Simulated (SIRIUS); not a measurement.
Wanted: the native input for a SIRIUS 7.10.0 run.

```yaml
Task: single point
Functional: PBE
Potentials_or_basis: PseudoDojo 0.4.1 PBE standard (scalar relativistic)
Cutoff: 1127 eV
Density_cutoff: 4507 eV
k_mesh: 12 × 12 × 12
Occupations: fermi-dirac, width 0.05 eV
Spin: no spin polarisation
Libxc_names: "[\"XC_GGA_X_PBE\", \"XC_GGA_C_PBE\"]"
Energy_tol: 1e-08 Ha
Density_tol: 1e-06
Mixer: anderson
Mixing_beta: 0.7
Max_scf: 100
Radial_cutoff_for_the_potentials'_integrals: 6.5 bohr
```

The system is Pd.

```xyz
1
Lattice="0.0000 1.9465 1.9465 1.9465 0.0000 1.9465 1.9465 1.9465 0.0000" Properties=species:S:1:pos:R:3 pbc="T T T"
Pd    0.0000    0.0000    0.0000
```

These files were run (other wordings do the same):

sirius.json

```json
{
  "control": {
    "processing_unit": "cpu",
    "verbosity": 2,
    "num_bands_to_print": 16,
    "print_forces": true,
    "print_stress": true
  },
  "parameters": {
    "electronic_structure_method": "pseudopotential",
    "xc_functionals": ["XC_GGA_X_PBE", "XC_GGA_C_PBE"],
    "gk_cutoff": 9.1,
    "pw_cutoff": 18.2,
    "ngridk": [12, 12, 12],
    "shiftk": [0, 0, 0],
    "smearing": "fermi_dirac",
    "smearing_width": 0.0018374661,
    "num_bands": 16,
    "num_mag_dims": 0,
    "num_dft_iter": 100,
    "energy_tol": 1e-08,
    "density_tol": 1e-06
  },
  "iterative_solver": {
    "type": "davidson",
    "min_tolerance": 1e-09,
    "tolerance_scale": [0.1, 0.25]
  },
  "mixer": {
    "type": "anderson",
    "beta": 0.7,
    "max_history": 8
  },
  "settings": {
    "tol_ne": 1e-10,
    "pseudo_grid_cutoff": 6.5
  },
  "unit_cell": {
    "lattice_vectors": [
      [0.0, 0.707106781187, 0.707106781187],
      [0.707106781187, 0.0, 0.707106781187],
      [0.707106781187, 0.707106781187, 0.0]
    ],
    "lattice_vectors_scale": 5.2019751464,
    "atom_coordinate_units": "lattice",
    "atom_types": ["Pd"],
    "atom_files": {
      "Pd": "Pd.json"
    },
    "atoms": {
      "Pd": [
        [0.0, 0.0, 0.0]
      ]
    }
  }
}
```

Potentials or basis: PseudoDojo 0.4.1 PBE standard (scalar relativistic).

Command:

```console
$ upf_to_json Pd.upf
$ OMP_NUM_THREADS=1 sirius.scf --input=sirius.json --output=out.json --task=0
```

Results of the run:

```json
{
 "Pressure": "6.9 GPa",
 "Band gap on the k mesh": "none (metal or under the smearing width)"
}
```

Caveat: this set's palladium file may shift the pressure by some GPa.

Wall time 30 s on 1 thread of Arm Neoverse V2, with other jobs on the host, peak memory 0.28 GiB.
